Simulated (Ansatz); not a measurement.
**Property card for GaAs**

The calculation used Ansatz, DFT PBE, scalar-relativistic, plane waves, PAW.

Cutoff 420 eV; k points 12×12×8 on the computed 4-atom cell (Γ-centred); Gaussian smearing, width 0.10 eV; no spin polarisation.

The structure is relaxed at this level of theory with its symmetry kept, and needn't be the ground state of this composition.

```cif
data_structure
_symmetry_space_group_name_H-M 'P4_2/mmc'
_symmetry_Int_Tables_number 131
_cell_length_a 3.8170
_cell_length_b 3.8170
_cell_length_c 6.8151
_cell_angle_alpha 90.000
_cell_angle_beta 90.000
_cell_angle_gamma 90.000
_cell_volume 99.29
loop_
_atom_site_label
_atom_site_type_symbol
_atom_site_symmetry_multiplicity
_atom_site_Wyckoff_symbol
_atom_site_fract_x
_atom_site_fract_y
_atom_site_fract_z
_atom_site_occupancy
Ga1 Ga 2 c 0.00000 0.50000 0.00000 1
As1 As 2 f 0.50000 0.50000 0.25000 1
```

| Property | Result |
| --- | --- |
| Space group | P4_2/mmc (No. 131) |
| Volume per atom | 24.82 Å³ |
| Formation energy from the elements' standard states (uncorrected) | +0.195 eV/atom |
| Kohn–Sham band gap | none (metal) |
| Density of states at the Fermi level | 2.2 states/eV per cell |
| Orbital (Löwdin) character within 0.5 eV of the Fermi level | As 4p 54 %, Ga 4p 33 %, Ga 4s 8 % |
| Bader charge by site (e) | Ga (2 in the cell) 0.48, As (2 in the cell) -0.48 |

Another cell of GaAs relaxed alike, in P4/mmm, lies 148 meV/atom lower, so this cell isn't the stable form at this level.

The cell was found from a structure generator's guess, not taken from experiment. Löwdin shares on free-atom orbitals overweight diffuse shells.
